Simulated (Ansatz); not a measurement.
# TaC: the cost of one run

Program: Ansatz 0.2.0. Level of theory: DFT PBE, scalar-relativistic, plane waves, PAW. These are calculated values, not measurements.

1 further run of the same task is left out (set aside as unsound or not needed). Runs told in other sessions of the task aren't counted.

### 1 The starting structure

It takes space group Fm-3m (No. 225, cubic). Conventional cell: a = 4.475 Å, b = 4.475 Å, c = 4.475 Å, α = 90.00°, β = 90.00°, γ = 90.00°. Around Ta (site symmetry m-3m) lie 6 C at 2.24 Å. Around C (site symmetry m-3m) lie 6 Ta at 2.24 Å.

Structure file:

```
Ta C
1.0
     0.00000    2.23763    2.23763
     2.23763    0.00000    2.23763
     2.23763    2.23763    0.00000
Ta C
1 1
Direct
  0.00000 0.00000 0.00000
  0.50000 0.50000 0.50000
```

This cell was relaxed beforehand with the same method: volume 11.20 Å³/atom, gap on the mesh none (metal).

### 2 The bulk in the cell of the plane

Contents of input.yaml:

```yaml
crystal:
  lattice:
    - [4.4752580276, 0.0, 0.0]
    - [-2.2376290138, 5.0034905833, 0.0]
    - [0.0, -3.00209435, 1.0006981167]
  atoms:
    - { symbol: Ta, position: [0.0, 0.0, 0.0] }
    - { symbol: C, position: [0.5, 0.0, 0.0] }
basis:
  ecutwfc: 420
kpoints:
  mp_grid: { grid: [9, 7, 34] }
hamiltonian:
  xc: pbe
scf:
  occupations: { method: gaussian, width: 0.1 }
output:
  forces: true
  stress: true
  eigenvalues: true
```

The run is started by

```bash
$ ansatz run input.yaml --threads 8 --pin off --max-ram 15360MiB --backend cpu --events-out ev --progress --plain --runs-dir out
```

**Question.** How long does this run take on 8 threads of Arm Neoverse V2, shared host, and how much memory does it need?

About 2.4 s, with a peak of 0.59 GiB.
